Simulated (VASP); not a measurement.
Write the native input for VASP 6.6.1 that does the following.

| Quantity | Value |
| --- | --- |
| Task | relaxation of cell and atoms |
| Functional | PBE |
| Potentials or basis | VASP PAW PBE potentials, release 64 (N, B) |
| Cutoff | 600 eV |
| k mesh | 13 × 13 × 13 |
| Occupations | fermi-dirac, width 0.05 eV |
| Spin | no spin polarisation |
| Further INCAR settings | ALGO = Normal; EDIFF = 1e-07; IBRION = 2; EDIFFG = -0.01; NSW = 40; ISIF = 3 |

The structure of BN lies in POSCAR:

```
BN
1.0
    0.0000000000      1.8130010000      1.8130010000
    1.8130010000      0.0000000000      1.8130010000
    1.8130010000      1.8130010000      0.0000000000
N B
1 1
Direct
    0.2500000000      0.2500000000      0.2500000000
    0.0000000000      0.0000000000      0.0000000000
```

The cell is a database's computed one.

One way to write it, as run:

INCAR

```
ALGO = Normal ; EDIFF = 1E-7
EDIFFG = -0.01 ; ENCUT = 600
GGA = PE ; IBRION = 2
ISIF = 3 ; ISMEAR = -1
LASPH = T ; LCHARG = F
LREAL = F ; LWAVE = F
NELM = 100 ; NSW = 40
PREC = Accurate ; SIGMA = 0.05
```

KPOINTS

```
k-points
0
Gamma
  13 13 13
```

Potentials or basis: VASP PAW PBE potentials, release 64 (N, B).

Launch:

```bash
$ cat potpaw_PBE.64/N/POTCAR potpaw_PBE.64/B/POTCAR > POTCAR
$ mpirun -np 1 vasp_std > vasp.out
```

It gave:

| Quantity | Value |
| --- | --- |
| Relaxed volume | 5.95 Å³/atom |
| Relaxed cell | a = 2.563 Å, b = 2.563 Å, c = 2.563 Å, α = 60.00°, β = 60.00°, γ = 60.00° |
| Space group after relaxing (to 0.05 Å) | F-43m (No. 216) |
| Energy gained by relaxing | 0.0 meV/atom |
| Ionic steps | 3 |
| Pressure after relaxing | 0.0 GPa |
| Band gap on the k mesh | 4.52 eV, indirect (least direct gap 8.78 eV) |

Caveat: an odd mesh through Γ misses points on the zone boundary, where band edges often lie.

Run time: 9.1 s on 1 thread of AMD EPYC 9R45 96-Core Processor (Zen 5), with other jobs on the host, peak memory 0.09 GiB.
